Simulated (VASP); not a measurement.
# SnO2 (R-3m) in VASP: a series of runs, part 2 of 2

VASP 6.6.1. The steps go on from the part before.

## (4) Single point, PBEsol

This run uses another cell than the first one, of the same volume but with other edges.

The input, INCAR:

```
SYSTEM = SnO2
PREC = Accurate ; ENCUT = 520
EDIFF = 1E-6 ; ISMEAR = 0
SIGMA = 0.05 ; LREAL = .FALSE.
LASPH = .TRUE. ; NELM = 100
ALGO = Fast ; ISIF = 2
LWAVE = .FALSE. ; LCHARG = .FALSE.
GGA = PS ; NBANDS = 20
```

The input, KPOINTS:

```
Automatic mesh
0
G
  12 12 12
  0 0 0
```

The input, POSCAR:

```
SnO2
1.0
    1.5665254527      0.9044338918      5.1155221953
   -1.5665254527      0.9044338918      5.1155221953
    0.0000000000     -1.8088677837      5.1155221953
Sn O
1 2
Direct
    0.5000000000      0.5000000000      0.5000000000
    0.2371700000      0.2371700000      0.2371700000
    0.7628300000      0.7628300000      0.7628300000
```

Potentials or basis: VASP PAW PBE potentials, release 64 (Sn_d, O).

Launch:

```
cat potpaw_PBE.64/Sn_d/POTCAR potpaw_PBE.64/O/POTCAR > POTCAR
mpirun -np 1 vasp_std > vasp.out
```

OUTCAR:

```text
SYSTEM = SnO2
   PREC = Accurate
   ENCUT = 520
   EDIFF = 1E-6
   ISMEAR = 0
   LREAL = .FALSE.
   LASPH = .TRUE.
   NELM = 100
   ISIF = 2
   GGA = PS

 ion  position               nearest neighbor table
   1  0.500  0.500  0.500-   2 2.11   2 2.11   3 2.11   3 2.11   2 2.11   3 2.11
   2  0.237  0.237  0.237-   1 2.11   1 2.11   1 2.11
   3  0.763  0.763  0.763-   1 2.11   1 2.11   1 2.11

  LATTYP: Found a trigonal (rhomboedric) cell.
 ALAT       =     5.4259165114
 COS(alpha) =     0.8332911357

  Lattice vectors:

 A1 = (   1.5665254527,   0.9044338918,   5.1155221953)
 A2 = (  -1.5665254527,   0.9044338918,   5.1155221953)
 A3 = (   0.0000000000,  -1.8088677837,   5.1155221953)

Analysis of symmetry for initial positions (statically):
=====================================================================
 Subroutine PRICEL returns:
 Original cell was already a primitive cell.

 Routine SETGRP: Setting up the symmetry group for a
 trigonal (rhombohedral) supercell.

 Subroutine GETGRP returns: Found 12 space group operations
 (whereof 12 operations were pure point group operations)
 out of a pool of 12 trial point group operations.

The static configuration has the point symmetry D_3d.

Analysis of symmetry for dynamics (positions and initial velocities):
=====================================================================
 Subroutine PRICEL returns:
 Original cell was already a primitive cell.

 Routine SETGRP: Setting up the symmetry group for a
 trigonal (rhombohedral) supercell.

 Subroutine GETGRP returns: Found 12 space group operations
 (whereof 12 operations were pure point group operations)
 out of a pool of 12 trial point group operations.

The dynamic configuration has the point symmetry D_3d.

 Subroutine INISYM returns: Found 12 space group operations
 (whereof 12 operations are pure point group operations),
 and found     1 'primitive' translations

----------------------------------------------------------------------------------------

                                     Primitive cell

  volume of cell :      43.4866

  direct lattice vectors                    reciprocal lattice vectors
     1.566525453  0.904433892  5.115522195     0.319177706  0.184277334  0.065161155
    -1.566525453  0.904433892  5.115522195    -0.319177706  0.184277334  0.065161155
     0.000000000 -1.808867784  5.115522195     0.000000000 -0.368554669  0.065161155

  length of vectors
     5.425916511  5.425916511  5.425916511     0.374270651  0.374270651  0.374270651

  position of ions in fractional coordinates (direct lattice)
     0.500000000  0.500000000  0.500000000
     0.237170000  0.237170000  0.237170000
     0.762830000  0.762830000  0.762830000

  ion indices of the primitive-cell ions
   primitive index   ion index
                 1           1
                 2           2
                 3           3

----------------------------------------------------------------------------------------

 KPOINTS: Automatic mesh

Automatic generation of k-mesh.
 Grid dimensions read from file:
 generate k-points for:   12   12   12

 Generating k-lattice:

  Cartesian coordinates                     Fractional coordinates (reciprocal lattice)
     0.026598142  0.015356445  0.005430096     0.083333333  0.000000000  0.000000000
    -0.026598142  0.015356445  0.005430096     0.000000000  0.083333333  0.000000000
     0.000000000 -0.030712889  0.005430096     0.000000000  0.000000000  0.083333333

  Length of vectors
     0.031189221  0.031189221  0.031189221

  Shift w.r.t. Gamma in fractional coordinates (k-lattice)
     0.000000000  0.000000000  0.000000000

 Subroutine IBZKPT returns following result:
 ===========================================

 Found    189 irreducible k-points:

 Following reciprocal coordinates:
            Coordinates               Weight
  0.000000  0.000000  0.000000      1.000000
  0.083333 -0.000000  0.000000      6.000000
  0.166667  0.000000  0.000000      6.000000
  0.250000 -0.000000  0.000000      6.000000
  0.333333  0.000000 -0.000000      6.000000
  0.416667  0.000000 -0.000000      6.000000
[... 16 lines left out ...]
  0.500000  0.166667  0.000000     12.000000
 -0.416667  0.166667  0.000000     12.000000
 [... further k-points ...]
   k-points           NKPTS =    189   k-points in BZ     NKDIM =    189   number of bands    NBANDS=     20
   number of dos      NEDOS =    301   number of ions     NIONS =      3
   total plane-waves  NPLWV =  64000
   dimension x,y,z NGX =    40 NGY =   40 NGZ =   40
   dimension x,y,z NGXF=    80 NGYF=   80 NGZF=   80
   ions per type =               1   2
   NGX,Y,Z   is equivalent  to a cutoff of  12.26, 12.26, 12.26 a.u.
   NGXF,Y,Z  is equivalent  to a cutoff of  24.51, 24.51, 24.51 a.u.
 SYSTEM =  SnO2
   PREC   = accura    normal or accurate (medium, high low for compatibility)
   ISTART =      0    job   : 0-new  1-cont  2-samecut
   ICHARG =      2    charge: 1-file 2-atom 10-const
   ISPIN  =      1    spin polarized calculation?
   LNONCOLLINEAR =      F non collinear calculations
   LSORBIT =      F    spin-orbit coupling
   LASPH  =      T    aspherical Exc in radial PAW
   ENCUT  =  520.0 eV  38.22 Ry    6.18 a.u.  10.09 10.09 10.09*2*pi/ulx,y,z
   NELM   =    100;   NELMIN=  2; NELMDL= -5     # of ELM steps
   EDIFF  = 0.1E-05   stopping-criterion for ELM
   LREAL  =      F    real-space projection
   EDIFFG = 0.1E-04   stopping-criterion for IOM
   NSW    =      0    number of steps for IOM
   IBRION =     -1    ionic relax: 0-MD 1-quasi-New 2-CG
   NFREE  =      0    steps in history (QN), initial steepest desc. (CG)
   ISIF   =      2    stress and relaxation
   ISYM   =      2    0-nonsym 1-usesym 2-fastsym
   POTIM  = 0.5000    time-step for ionic-motion
   TEBEG  =    0.0;   TEEND  =   0.0 temperature during run
   PSTRESS=    0.0 pullay stress
   NELECT =      26.0000    total number of electrons
   NUPDOWN=      -1.0000    fix difference up-down
   EMIN   =  10.00;   EMAX   =-10.00  energy-range for DOS
   EFERMI =   0.00;   METHOD = LEGACY
   ISMEAR =     0;   SIGMA  =   0.05  broadening in eV -4-tet -1-fermi 0-gaus
   EFERMI_NEDOS =   21; number of points for ismear=-14 and -15
   IALGO  =     68    algorithm
   IMIX   =      4    mixing-type and parameters
     AMIX     =   0.40;   BMIX     =  1.00
     AMIX_MAG =   1.60;   BMIX_MAG =  1.00
  volume/ion in A,a.u.               =      14.50        97.82
  Fermi-wavevector in a.u.,A,eV,Ry     =   1.379158  2.606231 25.879336  1.902078
  Thomas-Fermi vector in A             =   2.504154
   LORBIT       =      0    0 simple, 1 ext, 2 COOP (PROOUT), +10 PAW based schemes
   GGA     = PS    functional components
   LHFCALC =     F    Hartree Fock is set to
   AEXX    =    0.0000 exact exchange contribution
   IVDW    =     0    specifies the selected vdW correction
   LEPSILON=     F    determine dielectric tensor
   LRPA    =     F    only Hartree local field effects (RPA)
 non-spin polarized calculation
 RMM-DIIS sequential band-by-band and
 Gauss-broadening in eV      SIGMA  =   0.05
  energy-cutoff  :      520.00
  volume of cell :       43.49
 maximum number of plane-waves:      1194
   NGX = 21   NGY = 21   NGZ = 21

 number of electron      26.0000006 magnetization

 Free energy of the ion-electron system (eV)
  ---------------------------------------------------
  ext. energy  EPLUGINS =         0.00000000
  ---------------------------------------------------
  free energy    TOTEN  =       -19.22875769 eV

  energy without entropy =      -19.22875769  energy(sigma->0) =      -19.22875769

 E-fermi :   3.1897     XC(G=0): -10.1151

 val. band max:        2.9027733616   @ k =  -0.1667   0.2500   0.0833
 cond. band min:       5.3456911132   @ k =   0.0000   0.0000   0.0000
 fundamental gap:      2.4429177516
 Fermi energy:         3.1897280365

 k-point     1 :       0.0000    0.0000    0.0000
  band No.  band energies     occupation
      1     -16.8452      2.00000
      2     -16.6673      2.00000
      3     -16.6673      2.00000
      4     -16.4085      2.00000
      5     -16.4085      2.00000
      6     -15.0642      2.00000
[... 12 lines left out ...]
     19      20.0147      0.00000
     20      20.5926      0.00000
[... 507 lines left out ...]
 k-point    24 :      -0.4167    0.1667    0.0000
  band No.  band energies     occupation
      1     -17.4398      2.00000
      2     -16.7485      2.00000
      3     -16.5746      2.00000
      4     -16.3641      2.00000
      5     -16.3606      2.00000
      6     -13.3038      2.00000
[... 12 lines left out ...]
     19      16.0528      0.00000
     20      17.4289      0.00000

 [... further k-points ...]
[... 5 lines left out ...]
  --------------------------------------------------------------------------------------
  -------------------------------------------------------------------------------------
  Total        1.1330779      1.1330779     -1.5395526      0.0000000      0.0000000      0.0000000
  in kB       41.7459971     41.7459972    -56.7217471      0.0000000      0.0000000      0.0000000
  external PRESSURE =       8.9234157 kB  Pullay stress =       0.0000000 kB

 VOLUME and BASIS-vectors are now :
 -----------------------------------------------------------------------------
  energy-cutoff  :      520.00
  volume of cell :       43.49
      direct lattice vectors                 reciprocal lattice vectors
     1.566525453  0.904433892  5.115522195     0.319177706  0.184277334  0.065161155
    -1.566525453  0.904433892  5.115522195    -0.319177706  0.184277334  0.065161155
     0.000000000 -1.808867784  5.115522195     0.000000000 -0.368554669  0.065161155

 POSITION                                       TOTAL-FORCE (eV/Angst)
 -----------------------------------------------------------------------------------
      0.00000     -0.00000      7.67328        -0.000000     -0.000000      0.000000
      0.00000     -0.00000      3.63975         0.000000      0.000000     -0.639887
      0.00000     -0.00000     11.70682         0.000000     -0.000000      0.639887
 -----------------------------------------------------------------------------------
    total drift:                                0.000000      0.000000      0.000000

  FREE ENERGIE OF THE ION-ELECTRON SYSTEM (eV)
  ---------------------------------------------------
  free  energy   TOTEN  =       -19.2287576927 eV

  energy  without entropy=      -19.2287576927  energy(sigma->0) =      -19.22875769
```

stdout:

```text
POSCAR found type information on POSCAR SnO
 POSCAR found :  2 types and       3 ions
 scaLAPACK will be used
 -----------------------------------------------------------------------------
|                                                                             |
|                                                                             |
|     You enforced a specific xc type in the INCAR file but a different       |
|     I HOPE YOU KNOW WHAT YOU ARE DOING!                                     |
|                                                                             |
 -----------------------------------------------------------------------------

 LDA part: xc-table for (Slater+PW92), standard interpolation
 POSCAR, INCAR and KPOINTS ok, starting setup
 FFT: planning ... GRIDC
 FFT: planning ... GRID_SOFT
 FFT: planning ... GRID
 WAVECAR not read
 entering main loop
WARNING in EDDRMM: call to ZHEGV failed, returncode =   6  3     17
```

It took 3.4 min on 1 thread of Intel Xeon 6975P-C (Granite Rapids), shared host; peak memory 0.35 GiB.

Results:

* Free energy: -19.2288 eV
* Pressure: 0.9 GPa
* Largest force: 0.640 eV/Å
* Band gap on the k mesh: 2.44 eV, indirect (least direct gap 2.66 eV)

Forces on the atoms (eV/Å):
```
Sn   0.000  0.000  0.000
O    0.000  0.000 -0.640
O    0.000  0.000  0.640
```

Levels at points of the mesh, in eV from the valence-band top:
| k point | band 9 | band 10 | band 11 | band 12 | band 13 | band 14 | band 15 | band 16 | band 17 | band 18 |
| --- | --- | --- | --- | --- | --- | --- | --- | --- | --- | --- |
| (0.00, 0.00, 0.00) | -1.05 | -1.05 | -0.56 | -0.56 | -0.22 | 2.44 | 5.93 | 11.49 | 11.80 | 11.80 |
| (0.50, 0.00, 0.00) | -4.36 | -2.67 | -1.58 | -0.43 | -0.42 | 5.62 | 7.58 | 10.78 | 12.01 | 12.64 |
| (0.50, 0.50, 0.00) | -4.50 | -2.72 | -1.38 | -0.35 | -0.02 | 5.38 | 6.98 | 11.06 | 11.69 | 12.42 |
| (0.50, 0.50, 0.50) | -1.12 | -1.09 | -1.09 | -0.53 | -0.53 | 3.45 | 5.82 | 11.51 | 11.89 | 11.89 |

Caveat: the PAW data sets were made with another functional, which shifts forces and pressure a little; spin-orbit coupling is left out, which moves the levels of the heavy elements.
